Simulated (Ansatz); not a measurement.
**Lu: single point with PBE**

Crystal: Lu.

```
Lu
1.0
     1.74073    1.00501    8.48515
    -1.74073    1.00501    8.48515
     0.00000   -2.01003    8.48515
Lu
3
Direct
  0.23359 0.22068 0.20933
  0.78838 0.78311 0.76499
  0.99852 0.99244 0.01138
```

This isn't the form of Lu at room conditions, which is hcp.

The cell isn't the ideal one: atoms moved at random, drawn with an rms of 0.05 Å.

```yaml
Program: Ansatz 0.2.0
Task: single point
Functional: PBE
Potentials_or_basis: Ansatz PAW
Cutoff: "420 eV (not typed: the program's choice for these potentials)"
k_mesh: 9 × 9 × 9
Occupations: fermi-dirac, width 0.05 eV
Spin: no spin polarisation
```

```json
{
  "Pressure": "-1.0 GPa",
  "Largest force": "0.105 eV/Å",
  "Band gap on the k mesh": "none (metal or under the smearing width)"
}
```

Forces in eV/Å, atoms in the order of the input:
```
Lu  -0.018 -0.028  0.099
Lu   0.012 -0.047 -0.040
Lu   0.005  0.075 -0.059
```

Stress tensor (GPa, compression positive):
```
-0.57  0.02 -0.01
 0.02 -0.54 -0.03
-0.01 -0.03 -1.96
```

Levels at points of the mesh, in eV from the Fermi level:
```tsv
k point	band 34	band 35	band 36	band 37	band 38	band 39	band 40	band 41	band 42	band 43
(0.00, 0.00, 0.00)	-4.87	-3.58	-3.52	0.45	0.63	2.07	2.08	2.24	2.29	2.32
```

It took 93 s on 2 threads of Arm Neoverse V1, with other jobs on the host, peak memory 1.1 GiB.

The run has no spin-orbit coupling, so splittings on Lu are missing.
